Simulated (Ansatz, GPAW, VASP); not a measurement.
# One calculation of Ge, 3 ways

```
CELL_PARAMETERS angstrom
0.00000 2.82891 2.82891
2.82891 0.00000 2.82891
2.82891 2.82891 0.00000
ATOMIC_POSITIONS crystal
Ge 0.75000 0.75000 0.75000
Ge 0.50000 0.50000 0.50000
```

Alike in all runs: task single point; functional PBE; k mesh 8 × 8 × 8; occupations gaussian, width 0.013 eV; no spin polarisation; no spin-orbit coupling. Pressure is positive in compression and, in plane waves, holds the error of the finite cutoff.

```csv
program and potentials,plane-wave cutoff (eV),notes,band gap (eV),pressure (GPa)
"Ansatz, all-electron LAPW, scalar-relativistic",-,-,0.04,3.55
"GPAW, GPAW PAW data sets (gpaw-data 1.2.1)",600,4 valence electrons an atom on average,0.09,3.84
"VASP, PBE PAW files Ge_d, 520 eV",520,14 valence electrons an atom on average,?,?
```

Task: Estimate from the other rows what the run with VASP, PBE PAW files Ge_d, 520 eV gave.

Result: Band gap 0.03 eV; pressure 3.52 GPa. The other rows, which needn't bracket it: band gap 0.04 to 0.09; pressure 3.55 to 3.84.
